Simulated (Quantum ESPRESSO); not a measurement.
MoS2:

```xyz
3
Lattice="3.2275 0.0000 0.0000 -1.6137 2.7951 0.0000 0.0000 0.0000 6.3125" Properties=species:S:1:pos:R:3 pbc="T T T"
Mo    0.0000    0.0000    3.1562
S     1.6137    0.9317    4.7008
S     0.0000    1.8634    1.6117
```

Measurements of this composition are mostly on another form, of space group No. 194.

Base run:

* Program: Quantum ESPRESSO 7.5
* Functional: PBEsol
* Potentials or basis: PseudoDojo 0.4.1 SR PBEsol standard
* Cutoff: 1088 eV
* Density cutoff: 4354 eV
* k mesh: 9 × 9 × 4
* Occupations: fermi-dirac, width 0.05 eV
* Spin: no spin polarisation

Its results: band gap on the k mesh none (metal or under the smearing width); pressure -3.4 GPa; largest force 0.028 eV/Å.

Q: The run is repeated on the same cell with these changes: functional from PBEsol to PBE; potentials or basis from PseudoDojo 0.4.1 SR PBEsol standard to PseudoDojo 0.4.1 SR PBE standard. What comes out?

A: Band gap on the k mesh none (metal or under the smearing width); pressure 1.1 GPa; largest force 0.291 eV/Å.

Caveats: this functional lacks dispersion, which binds the layers, so the pressure and a relaxed spacing across them are unreliable.
